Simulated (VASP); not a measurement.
# GaAs: relaxed cell and band gap, by functional

GaAs, F-43m (no. 216), 2 atoms in the cell.

| Functional | Volume (Å³/atom) | Change from the starting volume (fraction) | Gap, path and mesh (eV) | Time (s) |
|---|---|---|---|---|
| revPBE | 24.26 | 0.074 | 0.09 | 47 |
| AM05 | 22.78 | 0.009 | 0.45 | 45 |
| PW91 | 23.72 | 0.050 | 0.14 | 38 |
| BLYP | 25.28 | 0.119 | 0.00 | 86 |
| optPBE exchange with PBE correlation | 23.44 | 0.038 | 0.30 | 36 |
| optB88 exchange with PBE correlation | 23.05 | 0.020 | 0.33 | 35 |
| optB86b exchange with PBE correlation | 22.66 | 0.003 | 0.52 | 35 |
| PW86R exchange with PBE correlation | 24.98 | 0.106 | 0.00 | 44 |
| CX exchange with PBE correlation | 22.34 | -0.011 | 0.65 | 36 |

Limits: rows 4, 8: A zero gap at this level doesn't show that the crystal is a metal.

## Input of the first row

INCAR.step1:
```
SYSTEM = GaAs
ALGO = Normal
EDIFF = 1E-7
EDIFFG = -0.005
ENCUT = 600
GGA = RE
GGA_COMPAT = .FALSE.
IBRION = 2
ISIF = 3
ISMEAR = 0
LASPH = .TRUE.
LCHARG = .FALSE.
LREAL = .FALSE.
LWAVE = .FALSE.
NELM = 150
NSW = 60
PREC = Accurate
SIGMA = 0.02
```

INCAR.step2, as INCAR.step1 but for:
```
- NSW = 60
+ NSW = 40
```

INCAR.step3, as INCAR.step2 but for:
```
- EDIFFG = -0.005
- IBRION = 2
- ISIF = 3
- NSW = 40
+ ISIF = 2
+ NBANDS = 16
```

KPOINTS:
```
k-points
0
Gamma
  6 6 6
```

KPOINTS_OPT:
```
path GXWKGLUWLK,UX
8
line-mode
reciprocal
 0.0000000000  0.0000000000  0.0000000000  G
 0.5000000000  0.0000000000  0.5000000000  X

 0.5000000000  0.0000000000  0.5000000000  X
 0.5000000000  0.2500000000  0.7500000000  W

 0.5000000000  0.2500000000  0.7500000000  W
 0.3750000000  0.3750000000  0.7500000000  K

 0.3750000000  0.3750000000  0.7500000000  K
 0.0000000000  0.0000000000  0.0000000000  G

 0.0000000000  0.0000000000  0.0000000000  G
 0.5000000000  0.5000000000  0.5000000000  L

 0.5000000000  0.5000000000  0.5000000000  L
 0.6250000000  0.2500000000  0.6250000000  U

 0.6250000000  0.2500000000  0.6250000000  U
 0.5000000000  0.2500000000  0.7500000000  W

 0.5000000000  0.2500000000  0.7500000000  W
 0.5000000000  0.5000000000  0.5000000000  L

 0.5000000000  0.5000000000  0.5000000000  L
 0.3750000000  0.3750000000  0.7500000000  K

 0.6250000000  0.2500000000  0.6250000000  U
 0.5000000000  0.0000000000  0.5000000000  X
```

POSCAR.step1:
```
GaAs
1.0
    0.0000000000      2.8268500000      2.8268500000
    2.8268500000      0.0000000000      2.8268500000
    2.8268500000      2.8268500000      0.0000000000
As Ga
1 1
Direct
    0.7500000000      0.7500000000      0.7500000000
    0.0000000000      0.0000000000      0.0000000000
```

Commands (each step's output is kept before the next begins):
```
cat potpaw_PBE.64/As/POTCAR potpaw_PBE.64/Ga_d/POTCAR > POTCAR
cp INCAR.step1 INCAR
cp POSCAR.step1 POSCAR
mpirun -np 1 vasp_std > vasp.out
cp CONTCAR POSCAR
rm WAVECAR CHG
cp INCAR.step2 INCAR
mpirun -np 1 vasp_std > vasp.out
cp CONTCAR POSCAR
rm WAVECAR CHG
cp INCAR.step3 INCAR
mpirun -np 1 vasp_std > vasp.out
```

Changes of the last row against the first:
```
(all steps)
- GGA = RE
+ GGA = CX
```

VASP 6.6.1 took 47 s on 1 core (Intel Xeon 6975P-C (Granite Rapids)), a shared host.
